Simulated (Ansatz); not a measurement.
Four zincblende compounds that share partners, relaxed with r2SCAN in the PAW code Ansatz; the fourth is withheld. (Simulation; spin polarisation is off.)

| solid | a (Å) |
| --- | --- |
| BAs | 4.784 |
| BP | 4.537 |
| AlAs | 5.678 |

Task: If bond lengths are sums of radii, what lattice constant follows for AlP?

Result: a(AlP) ≈ a(BP) + a(AlAs) − a(BAs) = 4.537 + 5.678 − 4.784 = 5.431 Å. The relaxed cell has 5.479 Å, +0.9 % from the sum: the rule is only rough here.

Task: How much does a change of partner add, in either pair?

Result: BAs → BP: -0.247 Å, and AlAs → AlP: -0.199 Å; BAs → AlAs: +0.894 Å, and BP → AlP: +0.942 Å. Fixed radii would make each pair equal; they differ by 0.048 Å.
